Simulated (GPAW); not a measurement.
**PbS in GPAW: the effect of functional**

Crystal: PbS.

```
CELL_PARAMETERS angstrom
2.11266 1.21975 3.45192
-2.11266 1.21975 3.45192
0.00000 -2.43949 3.45192
ATOMIC_POSITIONS crystal
Pb 0.98057 0.98057 0.98057
S 0.47504 0.47504 0.47504
```

The cell is a database's computed one.

Alike in all runs:

```yaml
Program: GPAW 26.7.0
Task: dielectric tensor
Cutoff: 500 eV
Basis: pw
k_mesh: 6 × 6 × 6
Occupations: fermi-dirac, width 0.001 eV
Spin: no spin polarisation
```

```tsv
functional	potentials or basis	dielectric constant (mean)
GLLB-SC	the program's PAW data sets (release 1.2.1) made for this functional	11.39
LDA	the program's PAW data sets (release 1.2.1) made for this functional	20.52
AM05	PAW data sets generated in the run's folder for this functional	?
```

Task: What does the run with functional AM05 give?

Result: Dielectric constant 17.24 mean.

Caveats: the long-wavelength limit can be off by a per cent or two; a model potential gives levels but no total energy (some runs); response on these states lacks terms of the Hamiltonian (some runs).
